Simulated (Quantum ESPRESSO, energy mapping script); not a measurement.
## VCl2O monolayer: energy mapping under PBE+U (3.52 eV), QE, GBRV

Aim: the exchange couplings of VCl2O monolayer from the energies of a few collinear orders, and the ordering temperature that they give.

Main program and level: Quantum ESPRESSO 7.5; PBE with U = 3.52 eV on V d, ortho-atomic projectors; plane waves, U on orthogonalised atomic orbitals unless named otherwise, collinear spin, no spin–orbit coupling.

Report form: the programs' logs are mostly left out.

### 1. The structure

The cell holds 4 atoms: 1 V, 2 Cl and 1 O. Cell: a = 3.642 Å, b = 3.518 Å, c = 18.329 Å, α = 90.0°, β = 90.0°, γ = 90.0°. It derives from VCl2O. one layer cut from the bulk crystal, unrelaxed, 15 A of vacuum. Vacuum lies along c.

Structure file:

```cif
data_structure
_symmetry_space_group_name_H-M 'P 1'
_symmetry_Int_Tables_number 1
_cell_length_a 3.6422
_cell_length_b 3.5179
_cell_length_c 18.3294
_cell_angle_alpha 90.000
_cell_angle_beta 90.000
_cell_angle_gamma 90.000
_cell_volume 234.85
loop_
_atom_site_label
_atom_site_type_symbol
_atom_site_fract_x
_atom_site_fract_y
_atom_site_fract_z
_atom_site_occupancy
V1 V 0.50000 0.00000 0.50000 1
Cl2 Cl 0.50000 0.50000 0.40918 1
Cl3 Cl 0.50000 0.50000 0.59082 1
O4 O 0.00000 0.00000 0.50000 1
```

The cell comes from a database of computed structures, and need not be the one that the compound takes in experiment.

A Hubbard U penalises fractional filling of the shell. It raises the cost of virtual hops to the neighbours, so couplings that rest on such hops usually weaken. These runs use Quantum ESPRESSO.

### 2. Which atoms carry moments

One run in the crystal's own cell, under PBE with U = 2.56 eV on V d, ortho-atomic projectors, Quantum ESPRESSO with GBRV potentials, shows which elements keep a moment. Transition or f elements with 0.3 μB or more enter the spin model; moments induced on other atoms do not.

Input file pw.in:

```
&control
  calculation = 'scf'
  prefix = 'pw'
  outdir = './tmp/'
  pseudo_dir = './pseudo/'
  verbosity = 'low'
/
&system
  ibrav = 0
  nat = 4
  ntyp = 3
  ecutwfc = 45
  ecutrho = 360
  nbnd = 26
  occupations = 'smearing'
  smearing = 'fd'
  degauss = 0.00367493
  nspin = 2
  starting_magnetization(1) = 0.1538
/
&electrons
  conv_thr = 1.0e-08
  electron_maxstep = 120
  mixing_beta = 0.3
  mixing_mode = 'plain'
/
ATOMIC_SPECIES
  V 50.9415 V.upf
  Cl 35.4500 Cl.upf
  O 15.9990 O.upf
CELL_PARAMETERS angstrom
  3.64216000 0.00000000 0.00000000
  0.00000000 3.51788800 0.00000000
  0.00000000 0.00000000 18.32939500
ATOMIC_POSITIONS crystal
  V 0.50000000 0.00000000 0.50000000
  Cl 0.50000000 0.50000000 0.40917900
  Cl 0.50000000 0.50000000 0.59082100
  O 0.00000000 0.00000000 0.50000000
K_POINTS automatic
  7 7 1 0 0 0
HUBBARD {ortho-atomic}
U V-3d 2.56
```

Started as:

```
$ OMP_NUM_THREADS=1 mpirun -n 4 pw.x -nk 4 -in pw.in > pw.out
```

Wall time 63 s (4 MPI ranks of Arm Neoverse V1, shared host); peak memory 1.3 GiB; 4.2 min of CPU time.

Spin moment in the sphere by atom:

```tsv
atom	spin moment in the sphere (μB)
V1	0.866
Cl2	-0.032
Cl3	-0.032
O4	-0.138
```

The run ends ferromagnetic; V carries the moments.

### 3. Order 1: parallel, cell A of 8 atoms

The parallel order is the zero of energy for this cell and mesh.

The potential files are GBRV's for PBE; pw.x takes the functional from them.

Input file pw.in:

```
&control
  calculation = 'scf'
  prefix = 'pw'
  outdir = './tmp/'
  pseudo_dir = './pseudo/'
  verbosity = 'low'
/
&system
  ibrav = 0
  nat = 8
  ntyp = 3
  ecutwfc = 45
  ecutrho = 360
  nbnd = 48
  occupations = 'smearing'
  smearing = 'fd'
  degauss = 0.00367493
  nspin = 2
  starting_magnetization(1) = 0.1538
/
&electrons
  conv_thr = 2.0e-08
  electron_maxstep = 120
  mixing_beta = 0.3
  mixing_mode = 'plain'
/
ATOMIC_SPECIES
  V 50.9415 V.upf
  Cl 35.4500 Cl.upf
  O 15.9990 O.upf
CELL_PARAMETERS angstrom
  3.64216000 3.51788800 0.00000000
  0.00000000 7.03577600 0.00000000
  0.00000000 0.00000000 18.32939500
ATOMIC_POSITIONS crystal
  V 0.50000000 0.75000000 0.50000000
  V 0.50000000 0.25000000 0.50000000
  Cl 0.50000000 0.00000000 0.40917900
  Cl 0.50000000 0.50000000 0.40917900
  Cl 0.50000000 0.00000000 0.59082100
  Cl 0.50000000 0.50000000 0.59082100
  O 0.00000000 0.00000000 0.50000000
  O 0.00000000 0.50000000 0.50000000
K_POINTS automatic
  7 7 1 0 0 0
HUBBARD {ortho-atomic}
U V-3d 3.52
```

Wall time 5.2 min (4 MPI ranks); peak memory 2.8 GiB; 21 min of CPU time.

Spin moment in the sphere by atom:

```tsv
atom	spin moment in the sphere (μB)
V1	0.896
V2	0.896
Cl3	-0.040
Cl4	-0.040
Cl5	-0.040
Cl6	-0.040
O7	-0.157
O8	-0.157
```

The run ends ferromagnetic.

### 4. Order 2: compensated +−, cell A of 8 atoms

This order reverses 2 of the 2 neighbours at 3.52 Å, 2 of the 2 neighbours at 3.64 Å and 0 of the 4 neighbours at 5.06 Å, counted for an average magnetic atom.

pw.in: that of step 3 with these lines changed.

```diff
@@ -10,6 +10,6 @@
   nat = 8
-  ntyp = 3
+  ntyp = 4
   ecutwfc = 45
   ecutrho = 360
-  nbnd = 48
+  nbnd = 46
   occupations = 'smearing'
@@ -19,2 +19,3 @@
   starting_magnetization(1) = 0.1538
+  starting_magnetization(2) = -0.1538
 /
@@ -27,3 +28,4 @@
 ATOMIC_SPECIES
-  V 50.9415 V.upf
+  V1 50.9415 V.upf
+  V2 50.9415 V.upf
   Cl 35.4500 Cl.upf
@@ -35,4 +37,4 @@
 ATOMIC_POSITIONS crystal
-  V 0.50000000 0.75000000 0.50000000
-  V 0.50000000 0.25000000 0.50000000
+  V1 0.50000000 0.75000000 0.50000000
+  V2 0.50000000 0.25000000 0.50000000
   Cl 0.50000000 0.00000000 0.40917900
@@ -46,2 +48,3 @@
 HUBBARD {ortho-atomic}
-U V-3d 3.52
+U V1-3d 3.52
+U V2-3d 3.52
```

Run time: 5 min. Hardware: 4 MPI ranks; peak memory 2.8 GiB; 20 min of CPU time.

Spin moment in the sphere by atom:

```tsv
atom	spin moment in the sphere (μB)
V1	0.843
V2	-0.843
Cl3	0.000
Cl4	0.000
Cl5	0.000
Cl6	0.000
O7	0.000
O8	0.000
```

The run ends antiferromagnetic, 8.86 meV a magnetic atom above the parallel order of its cell, a difference that unlike orbital or electronic states can set, not exchange alone.

### 5. Run 3 (parallel; cell B, 8 atoms)

A new cell needs its own zero of energy.

This run holds the same structure in another cell (a 5.064 → 7.284 Å, b 7.036 → 3.518 Å, γ 46.0 → 90.0°).

Input file pw.in:

```
&control
  calculation = 'scf'
  prefix = 'pw'
  outdir = './tmp/'
  pseudo_dir = './pseudo/'
  verbosity = 'low'
/
&system
  ibrav = 0
  nat = 8
  ntyp = 3
  ecutwfc = 45
  ecutrho = 360
  nbnd = 48
  occupations = 'smearing'
  smearing = 'fd'
  degauss = 0.00367493
  nspin = 2
  starting_magnetization(1) = 0.1538
/
&electrons
  conv_thr = 2.0e-08
  electron_maxstep = 120
  mixing_beta = 0.3
  mixing_mode = 'plain'
/
ATOMIC_SPECIES
  V 50.9415 V.upf
  Cl 35.4500 Cl.upf
  O 15.9990 O.upf
CELL_PARAMETERS angstrom
  7.28432000 0.00000000 0.00000000
  0.00000000 3.51788800 0.00000000
  0.00000000 0.00000000 18.32939500
ATOMIC_POSITIONS crystal
  V 0.25000000 0.00000000 0.50000000
  V 0.75000000 0.00000000 0.50000000
  Cl 0.25000000 0.50000000 0.40917900
  Cl 0.75000000 0.50000000 0.40917900
  Cl 0.25000000 0.50000000 0.59082100
  Cl 0.75000000 0.50000000 0.59082100
  O 0.00000000 0.00000000 0.50000000
  O 0.50000000 0.00000000 0.50000000
K_POINTS automatic
  4 7 1 0 0 0
HUBBARD {ortho-atomic}
U V-3d 3.52
```

Elapsed: 3.3 min, on 4 MPI ranks; peak memory 2.6 GiB; 13 min of CPU time.

The run ends ferromagnetic. For each magnetic atom its energy differs from the parallel run of the first cell by 0.22 meV, an error that one common reference would have brought in.

### 6. Order 4: compensated +−, cell B of 8 atoms

This order reverses 0 of the 2 neighbours at 3.52 Å, 2 of the 2 neighbours at 3.64 Å and 4 of the 4 neighbours at 5.06 Å, counted for an average magnetic atom.

pw.in: that of step 5 with these lines changed.

```diff
@@ -10,6 +10,6 @@
   nat = 8
-  ntyp = 3
+  ntyp = 4
   ecutwfc = 45
   ecutrho = 360
-  nbnd = 48
+  nbnd = 46
   occupations = 'smearing'
@@ -19,2 +19,3 @@
   starting_magnetization(1) = 0.1538
+  starting_magnetization(2) = -0.1538
 /
@@ -27,3 +28,4 @@
 ATOMIC_SPECIES
-  V 50.9415 V.upf
+  V1 50.9415 V.upf
+  V2 50.9415 V.upf
   Cl 35.4500 Cl.upf
@@ -35,4 +37,4 @@
 ATOMIC_POSITIONS crystal
-  V 0.25000000 0.00000000 0.50000000
-  V 0.75000000 0.00000000 0.50000000
+  V1 0.25000000 0.00000000 0.50000000
+  V2 0.75000000 0.00000000 0.50000000
   Cl 0.25000000 0.50000000 0.40917900
@@ -46,2 +48,3 @@
 HUBBARD {ortho-atomic}
-U V-3d 3.52
+U V1-3d 3.52
+U V2-3d 3.52
```

Wall time 3.3 min (4 MPI ranks); peak memory 2.6 GiB.

The run ends antiferromagnetic, 8.15 meV a magnetic atom above the parallel order of its cell, a difference that unlike orbital or electronic states can set, not exchange alone.

### 7. Order 5: parallel, cell C of 8 atoms

The parallel order again, as the reference for this cell.

This run holds the same structure in another cell (a 7.284 → 3.642 Å, b 3.518 → 7.036 Å).

Input file pw.in:

```
&control
  calculation = 'scf'
  prefix = 'pw'
  outdir = './tmp/'
  pseudo_dir = './pseudo/'
  verbosity = 'low'
/
&system
  ibrav = 0
  nat = 8
  ntyp = 3
  ecutwfc = 45
  ecutrho = 360
  nbnd = 48
  occupations = 'smearing'
  smearing = 'fd'
  degauss = 0.00367493
  nspin = 2
  starting_magnetization(1) = 0.1538
/
&electrons
  conv_thr = 2.0e-08
  electron_maxstep = 120
  mixing_beta = 0.3
  mixing_mode = 'plain'
/
ATOMIC_SPECIES
  V 50.9415 V.upf
  Cl 35.4500 Cl.upf
  O 15.9990 O.upf
CELL_PARAMETERS angstrom
  3.64216000 0.00000000 0.00000000
  0.00000000 7.03577600 0.00000000
  0.00000000 0.00000000 18.32939500
ATOMIC_POSITIONS crystal
  V 0.50000000 0.00000000 0.50000000
  V 0.50000000 0.50000000 0.50000000
  Cl 0.50000000 0.25000000 0.40917900
  Cl 0.50000000 0.75000000 0.40917900
  Cl 0.50000000 0.25000000 0.59082100
  Cl 0.50000000 0.75000000 0.59082100
  O 0.00000000 0.00000000 0.50000000
  O 0.00000000 0.50000000 0.50000000
K_POINTS automatic
  7 4 1 0 0 0
HUBBARD {ortho-atomic}
U V-3d 3.52
```

Elapsed: 3.3 min, on 4 MPI ranks; peak memory 2.6 GiB; 13 min of CPU time.

The run ends ferromagnetic. For each magnetic atom its energy differs from the parallel run of the first cell by 0.48 meV, an error that one common reference would have brought in.

### 8. Compensated +− start in cell C (8 atoms)

This order reverses 2 of the 2 neighbours at 3.52 Å, 0 of the 2 neighbours at 3.64 Å and 4 of the 4 neighbours at 5.06 Å, counted for an average magnetic atom.

pw.in: that of step 7 with these lines changed.

```diff
@@ -10,6 +10,6 @@
   nat = 8
-  ntyp = 3
+  ntyp = 4
   ecutwfc = 45
   ecutrho = 360
-  nbnd = 48
+  nbnd = 46
   occupations = 'smearing'
@@ -19,2 +19,3 @@
   starting_magnetization(1) = 0.1538
+  starting_magnetization(2) = -0.1538
 /
@@ -27,3 +28,4 @@
 ATOMIC_SPECIES
-  V 50.9415 V.upf
+  V1 50.9415 V.upf
+  V2 50.9415 V.upf
   Cl 35.4500 Cl.upf
@@ -35,4 +37,4 @@
 ATOMIC_POSITIONS crystal
-  V 0.50000000 0.00000000 0.50000000
-  V 0.50000000 0.50000000 0.50000000
+  V1 0.50000000 0.00000000 0.50000000
+  V2 0.50000000 0.50000000 0.50000000
   Cl 0.50000000 0.25000000 0.40917900
@@ -46,2 +48,3 @@
 HUBBARD {ortho-atomic}
-U V-3d 3.52
+U V1-3d 3.52
+U V2-3d 3.52
```

Run time: 3.6 min. Hardware: 4 MPI ranks; peak memory 2.6 GiB.

The run ends antiferromagnetic, 2.66 meV a magnetic atom above the parallel order of its cell, a difference that unlike orbital or electronic states can set, not exchange alone.

### 9. Run 7 (parallel; cell D, 12 atoms)

Input file pw.in:

```
&control
  calculation = 'scf'
  prefix = 'pw'
  outdir = './tmp/'
  pseudo_dir = './pseudo/'
  verbosity = 'low'
/
&system
  ibrav = 0
  nat = 12
  ntyp = 3
  ecutwfc = 45
  ecutrho = 360
  nbnd = 70
  occupations = 'smearing'
  smearing = 'fd'
  degauss = 0.00367493
  nspin = 2
  starting_magnetization(1) = 0.1538
/
&electrons
  conv_thr = 3.0e-08
  electron_maxstep = 120
  mixing_beta = 0.3
  mixing_mode = 'plain'
/
ATOMIC_SPECIES
  V 50.9415 V.upf
  Cl 35.4500 Cl.upf
  O 15.9990 O.upf
CELL_PARAMETERS angstrom
  10.92648000 0.00000000 0.00000000
  0.00000000 3.51788800 0.00000000
  0.00000000 0.00000000 18.32939500
ATOMIC_POSITIONS crystal
  V 0.16666667 0.00000000 0.50000000
  V 0.50000000 0.00000000 0.50000000
  V 0.83333333 0.00000000 0.50000000
  Cl 0.16666667 0.50000000 0.40917900
  Cl 0.50000000 0.50000000 0.40917900
  Cl 0.83333333 0.50000000 0.40917900
  Cl 0.16666667 0.50000000 0.59082100
  Cl 0.50000000 0.50000000 0.59082100
  Cl 0.83333333 0.50000000 0.59082100
  O 0.00000000 0.00000000 0.50000000
  O 0.33333333 0.00000000 0.50000000
  O 0.66666667 0.00000000 0.50000000
K_POINTS automatic
  3 7 1 0 0 0
HUBBARD {ortho-atomic}
U V-3d 3.52
```

Wall time 6.8 min (4 MPI ranks); peak memory 3.9 GiB; 27 min of CPU time.

The run ends ferromagnetic. For each magnetic atom its energy differs from the parallel run of the first cell by 0.10 meV, an error that one common reference would have brought in.

### 10. Run 8 (uncompensated ++−; cell D, 12 atoms)

This order reverses 0 of the 2 neighbours at 3.52 Å, 1.33 of the 2 neighbours at 3.64 Å and 2.67 of the 4 neighbours at 5.06 Å, counted for an average magnetic atom.

pw.in: that of step 9 with these lines changed.

```diff
@@ -10,6 +10,6 @@
   nat = 12
-  ntyp = 3
+  ntyp = 4
   ecutwfc = 45
   ecutrho = 360
-  nbnd = 70
+  nbnd = 68
   occupations = 'smearing'
@@ -19,2 +19,3 @@
   starting_magnetization(1) = 0.1538
+  starting_magnetization(2) = -0.1538
 /
@@ -27,3 +28,4 @@
 ATOMIC_SPECIES
-  V 50.9415 V.upf
+  V1 50.9415 V.upf
+  V2 50.9415 V.upf
   Cl 35.4500 Cl.upf
@@ -35,5 +37,5 @@
 ATOMIC_POSITIONS crystal
-  V 0.16666667 0.00000000 0.50000000
-  V 0.50000000 0.00000000 0.50000000
-  V 0.83333333 0.00000000 0.50000000
+  V1 0.16666667 0.00000000 0.50000000
+  V1 0.50000000 0.00000000 0.50000000
+  V2 0.83333333 0.00000000 0.50000000
   Cl 0.16666667 0.50000000 0.40917900
@@ -50,2 +52,3 @@
 HUBBARD {ortho-atomic}
-U V-3d 3.52
+U V1-3d 3.52
+U V2-3d 3.52
```

Elapsed: 7.9 min, on 4 MPI ranks; peak memory 3.9 GiB.

The run ends ferrimagnetic, 6.06 meV a magnetic atom above the parallel order of its cell, a difference that unlike orbital or electronic states can set, not exchange alone.

### 11. The fit

Each energy difference is a sum of couplings weighted by the pairs that the order reverses. A few near shells are fitted to the differences by least squares. Energies are those extrapolated to zero occupation width, not the free energies F.

The orders that converged (zero: parallel moments in the same cell):

```tsv
order	atoms	energy (meV a magnetic atom)	moments (μB)	moments kept as typed	opposed neighbours at 3.52, 3.64, 5.06 Å
parallel in cell A	8	0.00	0.90	yes	0, 0, 0
compensated +− in cell A	8	8.86	0.84	yes	2, 2, 0
parallel in cell B	8	0.00	0.90	yes	0, 0, 0
compensated +− in cell B	8	8.15	0.86	yes	0, 2, 4
parallel in cell C	8	0.00	0.89	yes	0, 0, 0
compensated +− in cell C	8	2.66	0.87	yes	2, 0, 4
parallel in cell D	12	0.00	0.90	yes	0, 0, 0
uncompensated ++− in cell D	12	6.06	0.85 to 0.87	yes	0, 1.33, 2.67
```

Fitted to E = −Σ J e·e over ordered pairs of unit vectors (J > 0 favours parallel moments):

```tsv
pair	distance (Å)	neighbours	J (meV)
V–V	3.52	2	0.386
V–V	3.64	2	1.83
V–V	5.06	4	0.140
```

### 12. Summary of results

| Quantity | Value |
| --- | --- |
| couplings | not to be trusted |

In words: The warning signs here (open shells started apart) can come from unlike orbital states, and these open shells were not started from one set of occupation matrices, so the fitted couplings are not taken as the crystal's.

[Logs and program files are shortened in this print: banners, set-up blocks, solver, clock and traceback lines can be left out without a mark of their own.]

[Logs are printed without paths, hosts, clocks, repeated set-up lines and the standing remarks that a program may print on its own settings, such as how far it seeks lower states.]

[Hosts, paths, dates, database ids (printed as entryN), source tags and the programs' standing remarks are cut or masked in the printed files.]

[Where a cell is said to come from a database of computed structures, the database is the Materials Project.]
